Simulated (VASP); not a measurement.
# BeTe (F-43m) in VASP: band structure with PBE

Aim: the band structure of BeTe with PBE.

Everything below comes from runs of VASP 6.6.1. Logs are shortened: lines on timing, memory, paths and dates and some standing lists are left out, and cuts for length are marked.

## Step 1: The structure

It takes space group F-43m (No. 216, cubic). The conventional cell has a = 5.664 Å, b = 5.664 Å, c = 5.664 Å, α = 90.00°, β = 90.00°, γ = 90.00°. Be (site symmetry -43m) is surrounded by 4 Te at 2.45 Å. Te (site symmetry -43m) is surrounded by 4 Be at 2.45 Å.

## Step 2: Band structure, PBE

POSCAR

```
BeTe
1.0
    0.0000000000      2.8318740000      2.8318740000
    2.8318740000      0.0000000000      2.8318740000
    2.8318740000      2.8318740000      0.0000000000
Be Te
1 1
Direct
    0.0000000000      0.0000000000      0.0000000000
    0.2500000000      0.2500000000      0.2500000000
```

INCAR.step1

```
PREC = Accurate
ENCUT = 520
EDIFF = 1E-6
ISMEAR = 0
SIGMA = 0.02
LREAL = F
LASPH = T
NELM = 60
ALGO = Fast
ISIF = 2
LWAVE = F
LCHARG = T
GGA = PE
```

KPOINTS.step1

```
regular mesh
0
Gamma
  8 8 8
```

INCAR.step2

```
PREC = Accurate
ENCUT = 520
EDIFF = 1E-6
ISMEAR = 0
SIGMA = 0.05
LREAL = F
LASPH = T
NELM = 60
ALGO = Fast
ISIF = 2
LWAVE = F
LCHARG = F
GGA = PE
ICHARG = 11
```

KPOINTS.step2

```
path GXWKGLUWLK,UX
10
line-mode
reciprocal
 0.0000000000  0.0000000000  0.0000000000  G
 0.5000000000  0.0000000000  0.5000000000  X

 0.5000000000  0.0000000000  0.5000000000  X
 0.5000000000  0.2500000000  0.7500000000  W

 0.5000000000  0.2500000000  0.7500000000  W
 0.3750000000  0.3750000000  0.7500000000  K

 0.3750000000  0.3750000000  0.7500000000  K
 0.0000000000  0.0000000000  0.0000000000  G

 0.0000000000  0.0000000000  0.0000000000  G
 0.5000000000  0.5000000000  0.5000000000  L

 0.5000000000  0.5000000000  0.5000000000  L
 0.6250000000  0.2500000000  0.6250000000  U

 0.6250000000  0.2500000000  0.6250000000  U
 0.5000000000  0.2500000000  0.7500000000  W

 0.5000000000  0.2500000000  0.7500000000  W
 0.5000000000  0.5000000000  0.5000000000  L

 0.5000000000  0.5000000000  0.5000000000  L
 0.3750000000  0.3750000000  0.7500000000  K

 0.6250000000  0.2500000000  0.6250000000  U
 0.5000000000  0.0000000000  0.5000000000  X
```

Potentials or basis: VASP PAW PBE potentials, release 64 (Be, Te).

Command:

```bash
$ cat potpaw_PBE.64/Be/POTCAR potpaw_PBE.64/Te/POTCAR > POTCAR
$ cp INCAR.step1 INCAR
$ cp KPOINTS.step1 KPOINTS
$ mpirun -np 1 vasp_std > vasp.out
$ cp INCAR.step2 INCAR
$ cp KPOINTS.step2 KPOINTS
$ mpirun -np 1 vasp_std > vasp.out
```

OUTCAR:

```text
PREC = Accurate
   ENCUT = 520
   EDIFF = 1E-6
   ISMEAR = 0
   LREAL = F
   LASPH = T
   NELM = 60
   ISIF = 2
   GGA = PE
   ICHARG = 11

 ion  position               nearest neighbor table
   1  0.000  0.000  0.000-   2 2.45   2 2.45   2 2.45   2 2.45
   2  0.250  0.250  0.250-   1 2.45   1 2.45   1 2.45   1 2.45

  LATTYP: Found a face centered cubic cell.
 ALAT       =     5.6637480000

  Lattice vectors:

 A1 = (   0.0000000000,   2.8318740000,   2.8318740000)
 A2 = (   2.8318740000,   0.0000000000,   2.8318740000)
 A3 = (   2.8318740000,   2.8318740000,   0.0000000000)

Analysis of symmetry for initial positions (statically):
=====================================================================
 Subroutine PRICEL returns:
 Original cell was already a primitive cell.

 Routine SETGRP: Setting up the symmetry group for a
 face centered cubic supercell.

 Subroutine GETGRP returns: Found 24 space group operations
 (whereof 24 operations were pure point group operations)
 out of a pool of 48 trial point group operations.

The static configuration has the point symmetry T_d .

Analysis of symmetry for dynamics (positions and initial velocities):
=====================================================================
 Subroutine PRICEL returns:
 Original cell was already a primitive cell.

 Routine SETGRP: Setting up the symmetry group for a
 face centered cubic supercell.

 Subroutine GETGRP returns: Found 24 space group operations
 (whereof 24 operations were pure point group operations)
 out of a pool of 48 trial point group operations.

The dynamic configuration has the point symmetry T_d .

 Subroutine INISYM returns: Found 24 space group operations
 (whereof 24 operations are pure point group operations),
 and found     1 'primitive' translations

----------------------------------------------------------------------------------------

                                     Primitive cell

  volume of cell :      45.4205

  direct lattice vectors                    reciprocal lattice vectors
     0.000000000  2.831874000  2.831874000    -0.176561528  0.176561528  0.176561528
     2.831874000  0.000000000  2.831874000     0.176561528 -0.176561528  0.176561528
     2.831874000  2.831874000  0.000000000     0.176561528  0.176561528 -0.176561528

  length of vectors
[... 77 lines left out ...]
   LREAL  =      F    real-space projection
   EDIFFG = 0.1E-04   stopping-criterion for IOM
   NSW    =      0    number of steps for IOM
   IBRION =     -1    ionic relax: 0-MD 1-quasi-New 2-CG
   NFREE  =      0    steps in history (QN), initial steepest desc. (CG)
   ISIF   =      2    stress and relaxation
   ISYM   =      2    0-nonsym 1-usesym 2-fastsym
   POTIM  = 0.5000    time-step for ionic-motion
   TEBEG  =    0.0;   TEEND  =   0.0 temperature during run
   PSTRESS=    0.0 pullay stress
   NELECT =       8.0000    total number of electrons
   NUPDOWN=      -1.0000    fix difference up-down
   EMIN   =  10.00;   EMAX   =-10.00  energy-range for DOS
   EFERMI =   0.00;   METHOD = LEGACY
   ISMEAR =     0;   SIGMA  =   0.05  broadening in eV -4-tet -1-fermi 0-gaus
   EFERMI_NEDOS =   21; number of points for ismear=-14 and -15
   IALGO  =     68    algorithm
   IMIX   =      4    mixing-type and parameters
     AMIX     =   0.40;   BMIX     =  1.00
     AMIX_MAG =   1.60;   BMIX_MAG =  1.00
  volume/ion in A,a.u.               =      22.71       153.26
  Fermi-wavevector in a.u.,A,eV,Ry     =   0.917672  1.734149 11.457769  0.842122
  Thomas-Fermi vector in A             =   2.042668
   LORBIT       =      0    0 simple, 1 ext, 2 COOP (PROOUT), +10 PAW based schemes
   GGA     = PE    functional components
   LHFCALC =     F    Hartree Fock is set to
   AEXX    =    0.0000 exact exchange contribution
   IVDW    =     0    specifies the selected vdW correction
   LEPSILON=     F    determine dielectric tensor
   LRPA    =     F    only Hartree local field effects (RPA)
 non-spin polarized calculation
 RMM-DIIS sequential band-by-band and
 Gauss-broadening in eV      SIGMA  =   0.05
  energy-cutoff  :      520.00
  volume of cell :       45.42
 maximum number of plane-waves:      1243

 number of electron       8.0000000 magnetization

 Free energy of the ion-electron system (eV)
  ---------------------------------------------------
  ext. energy  EPLUGINS =         0.00000000
  ---------------------------------------------------
  free energy    TOTEN  =        -7.87889150 eV

  energy without entropy =       -7.87889150  energy(sigma->0) =       -7.87889150

 E-fermi :   5.1371     XC(G=0):  -8.9891

 val. band max:        4.9093815373   @ k =   0.0000   0.0000   0.0000
 cond. band min:       6.9235998222   @ k =   0.5000   0.0000   0.5000
 fundamental gap:      2.0142182849
 Fermi energy:         5.1371425248

 k-point     1 :       0.0000    0.0000    0.0000
  band No.  band energies     occupation
      1      -7.2780      2.00000
      2       4.9094      2.00000
      3       4.9094      2.00000
      4       4.9094      2.00000
      5       8.5322      0.00000
      6       8.5322      0.00000
      7       8.5322      0.00000
      8       8.6079      0.00000
[... 243 lines left out ...]
 k-point    24 :       0.4583    0.2917    0.7500
  band No.  band energies     occupation
      1      -5.4846      2.00000
      2       0.3410      2.00000
      3       1.2544      2.00000
      4       2.0277      2.00000
      5       9.0741      0.00000
      6      10.3238      0.00000
      7      11.2459      0.00000
      8      11.6659      0.00000

 [... further k-points ...]

------------------------ aborting loop because EDIFF is reached ----------------------------------------

  FORCE on cell =-STRESS in cart. coord.  units (eV):
  Direction    XX          YY          ZZ          XY          YZ          ZX
  --------------------------------------------------------------------------------------
  -------------------------------------------------------------------------------------
  Total       -0.0236040     -0.0236040     -0.0236040      0.0000000     -0.0000000      0.0000000
  in kB       -0.8326137     -0.8326137     -0.8326137      0.0000000     -0.0000000      0.0000000
  external PRESSURE =      -0.8326137 kB  Pullay stress =       0.0000000 kB

 VOLUME and BASIS-vectors are now :
 -----------------------------------------------------------------------------
  energy-cutoff  :      520.00
  volume of cell :       45.42
      direct lattice vectors                 reciprocal lattice vectors
     0.000000000  2.831874000  2.831874000    -0.176561528  0.176561528  0.176561528
     2.831874000  0.000000000  2.831874000     0.176561528 -0.176561528  0.176561528
     2.831874000  2.831874000  0.000000000     0.176561528  0.176561528 -0.176561528

 POSITION                                       TOTAL-FORCE (eV/Angst)
 -----------------------------------------------------------------------------------
      0.00000      0.00000      0.00000        -0.000000     -0.000000     -0.000000
      1.41594      1.41594      1.41594         0.000000      0.000000      0.000000
 -----------------------------------------------------------------------------------
    total drift:                                0.000000      0.000000      0.000000

  FREE ENERGIE OF THE ION-ELECTRON SYSTEM (eV)
  ---------------------------------------------------
  free  energy   TOTEN  =        -7.8788914997 eV

  energy  without entropy=       -7.8788914997  energy(sigma->0) =       -7.87889150
```

OUTCAR.step1:

```text
PREC = Accurate
   ENCUT = 520
   EDIFF = 1E-6
   ISMEAR = 0
   LREAL = F
   LASPH = T
[... 487 lines left out ...]
 -----------------------------------------------------------------------------------
      0.00000      0.00000      0.00000        -0.000000     -0.000000     -0.000000
      1.41594      1.41594      1.41594         0.000000      0.000000      0.000000
 -----------------------------------------------------------------------------------
    total drift:                                0.000000      0.000000      0.000000

  FREE ENERGIE OF THE ION-ELECTRON SYSTEM (eV)
  ---------------------------------------------------
  free  energy   TOTEN  =        -7.6244620861 eV

  energy  without entropy=       -7.6244620861  energy(sigma->0) =       -7.62446209
```

It took 18 s on 1 thread of Intel Xeon 6975P-C (Granite Rapids), shared host; peak memory 0.18 GiB.

What came out:

```
Band gap on the k mesh  : 2.01 eV, indirect (least direct gap 3.62 eV)
Band gap along the path : 2.01 eV, indirect (least direct gap 3.62 eV)
```

Levels at the corners of the path, in eV from the valence-band top:
| point | band 1 | band 2 | band 3 | band 4 | band 5 | band 6 | band 7 | band 8 |
| --- | --- | --- | --- | --- | --- | --- | --- | --- |
| Γ | -12.19 | 0.00 | 0.00 | 0.00 | 3.62 | 3.62 | 3.62 | 3.70 |
| X | -10.41 | -5.03 | -2.58 | -2.58 | 2.01 | 2.69 | 9.60 | 9.60 |
| X | -10.41 | -5.03 | -2.58 | -2.58 | 2.01 | 2.69 | 9.60 | 9.60 |
| W | -10.38 | -4.51 | -3.60 | -3.13 | 5.28 | 5.52 | 5.56 | 6.11 |
| W | -10.38 | -4.51 | -3.60 | -3.13 | 5.28 | 5.52 | 5.56 | 6.11 |
| K | -10.43 | -4.68 | -3.79 | -2.18 | 2.73 | 5.25 | 7.82 | 8.11 |
| K | -10.43 | -4.68 | -3.79 | -2.18 | 2.73 | 5.25 | 7.82 | 8.10 |
| Γ | -12.19 | 0.00 | 0.00 | 0.00 | 3.62 | 3.62 | 3.62 | 3.70 |
| Γ | -12.19 | 0.00 | 0.00 | 0.00 | 3.62 | 3.62 | 3.62 | 3.70 |
| L | -10.88 | -5.43 | -1.10 | -1.10 | 3.03 | 4.60 | 4.60 | 7.82 |
| L | -10.88 | -5.43 | -1.10 | -1.10 | 3.03 | 4.60 | 4.60 | 7.82 |
| U | -10.43 | -4.68 | -3.79 | -2.18 | 2.73 | 5.25 | 7.82 | 8.11 |
| U | -10.43 | -4.68 | -3.79 | -2.18 | 2.73 | 5.25 | 7.82 | 8.10 |
| W | -10.38 | -4.51 | -3.60 | -3.13 | 5.28 | 5.52 | 5.56 | 6.11 |
| W | -10.38 | -4.51 | -3.60 | -3.13 | 5.28 | 5.52 | 5.56 | 6.11 |
| L | -10.88 | -5.43 | -1.10 | -1.10 | 3.03 | 4.60 | 4.60 | 7.82 |
| L | -10.88 | -5.43 | -1.10 | -1.10 | 3.03 | 4.60 | 4.60 | 7.82 |
| K | -10.43 | -4.68 | -3.79 | -2.18 | 2.73 | 5.25 | 7.82 | 8.10 |
| U | -10.43 | -4.68 | -3.79 | -2.18 | 2.73 | 5.25 | 7.82 | 8.10 |
| X | -10.41 | -5.03 | -2.58 | -2.58 | 2.01 | 2.69 | 9.60 | 9.60 |

Caveat: the log is that of the step along the path at fixed density, whose energy, stress, charges and moments have no meaning; spin-orbit coupling is left out, which moves the levels of the heavy elements.
